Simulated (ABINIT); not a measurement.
The system is TiAl3.

```
Ti Al
1.0
     2.83968    0.00000    0.00000
     0.00000    4.68126    0.00000
     0.00000    0.00000    4.90074
Ti Al
1 3
Direct
  0.00000 0.50000 0.16592
  0.00000 0.00000 0.83590
  0.50000 0.00000 0.33091
  0.50000 0.50000 0.66727
```

The cell comes from a database or a generator and needn't be the stable form of this composition.

```yaml
Program: ABINIT 10.8.3 (patched build)
Task: relaxation of cell and atoms
Functional: r2SCAN
Potentials_or_basis: JTH PAW PBE v2.0
Cutoff: 490 eV
k_mesh: 5 × 4 × 4
Occupations: fermi-dirac, width 0.05 eV
Spin: no spin polarisation
```

At the start: pressure -1.7 GPa; volume 16.29 Å³/atom.

Task: How do energy, volume and symmetry change on relaxing?

Result: Over 6 steps the energy falls by 9.8 meV/atom and the volume is 16.02 Å³/atom (-1.6 %); space group Pmm2 (No. 25, to 0.05 Å).

The path:
| step | energy change (eV) | largest force (eV/Å) | pressure (GPa) | volume (Å³) |
| --- | --- | --- | --- | --- |
| 1 | 0.0000 | 0.0942 | -1.73 | 65.15 |
| 2 | -0.0097 | 0.0924 | -1.22 | 64.80 |
| 3 | -0.0365 | 0.0403 | 0.68 | 63.65 |
| 4 | -0.0388 | 0.0443 | 0.17 | 63.97 |
| 5 | -0.0392 | 0.0445 | -0.10 | 64.15 |
| 6 | -0.0394 | 0.0061 | -0.02 | 64.10 |

Final structure:
```yaml
crystal:
  lattice:
    - [2.74869, 0.00000, 0.00000]
    - [0.00000, 4.69530, 0.00000]
    - [0.00000, 0.00000, 4.96669]
  atoms:
    - { symbol: Ti, position: [0.00000, 0.50000, 0.15971] }
    - { symbol: Al, position: [0.00000, 0.00000, 0.84201] }
    - { symbol: Al, position: [0.50000, 0.00000, 0.33709] }
    - { symbol: Al, position: [0.50000, 0.50000, 0.66119] }
```

Caveat: the k mesh is coarse (spacing up to 0.44 Å⁻¹), so the values aren't converged; the PAW data sets were made with another functional, which shifts forces and pressure a little.
